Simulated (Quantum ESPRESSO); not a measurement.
## ZnS: relaxation of cell and atoms with LDA

ZnS:

```xyz
2
Lattice="0.0000 2.7020 2.7020 2.7020 0.0000 2.7020 2.7020 2.7020 0.0000" Properties=species:S:1:pos:R:3 pbc="T T T"
Zn    4.0530    4.0530    4.0530
S     0.0000    0.0000    0.0000
```

```yaml
Program: Quantum ESPRESSO 7.5
Task: relaxation of cell and atoms
Functional: LDA
Potentials_or_basis: SSSP 1.3 efficiency PBE
Cutoff: 857 eV
Density_cutoff: 6884 eV
k_mesh: 9 × 9 × 9
Occupations: fermi-dirac, width 0.05 eV
Spin: no spin polarisation
Target_pressure: 20 GPa
Form_of_the_LDA_correlation: PZ81
Mixing_beta: 0.5
Most_SCF_iterations: 120
SCF_threshold: 4e-10 Ry
Most_ionic_steps: 40
Forc_conv_thr: 0.0004 Ry/bohr
Etot_conv_thr: 1e-05 Ry
Ion_dynamics: bfgs
Cell_dynamics: bfgs
Press_conv_thr: 0.3 kbar
```

```json
{
 "Relaxed volume": "15.82 Å³/atom",
 "Relaxed cell": "a = 3.550 Å, b = 3.550 Å, c = 3.550 Å, α = 60.00°, β = 60.00°, γ = 60.00°",
 "Space group after relaxing (to 0.05 Å)": "F-43m (No. 216)",
 "Energy change on relaxing (the enthalpy is what falls)": "+132.8 meV/atom",
 "Ionic steps": "6",
 "Pressure after relaxing": "20.2 GPa",
 "Band gap on the k mesh": "2.64 eV, indirect (least direct gap 2.77 eV)"
}
```

The path:
```tsv
step	energy change (eV)	largest force (eV/Å)	pressure (GPa)	volume (Å³)
1	0.0000	0.0000	-4.43	39.45
2	0.0157	0.0000	6.80	34.74
3	0.4327	0.0000	26.73	30.48
4	0.2453	0.0000	19.11	31.80
5	0.2647	0.0000	19.96	31.64
6	0.2657	0.0000	19.99	31.63
```

Final structure:
```
Zn S
1.0
     0.00000    2.51012    2.51012
     2.51012    0.00000    2.51012
     2.51012    2.51012    0.00000
Zn S
1 1
Direct
  0.75000 0.75000 0.75000
  0.00000 0.00000 0.00000
```

Levels at points of the mesh, in eV from the valence-band top:
| k point | band 10 | band 11 | band 12 | band 13 | band 14 | band 15 | band 16 | band 17 |
| --- | --- | --- | --- | --- | --- | --- | --- | --- |
| (0.00, 0.00, 0.00) | -6.84 | 0.00 | 0.00 | 0.00 | 2.77 | 5.87 | 5.87 | 5.87 |

It took 3.7 min on 1 thread of Arm Neoverse V1, on a shared host, peak memory 0.24 GiB.

Caveat: the potentials were made for another functional, which shifts forces and pressure; the volume moved by over 15 % at a fixed basis, so the end points are rough; an odd mesh through Γ misses points on the zone boundary, where band edges often lie. Zero-point motion and thermal expansion aren't in these numbers.
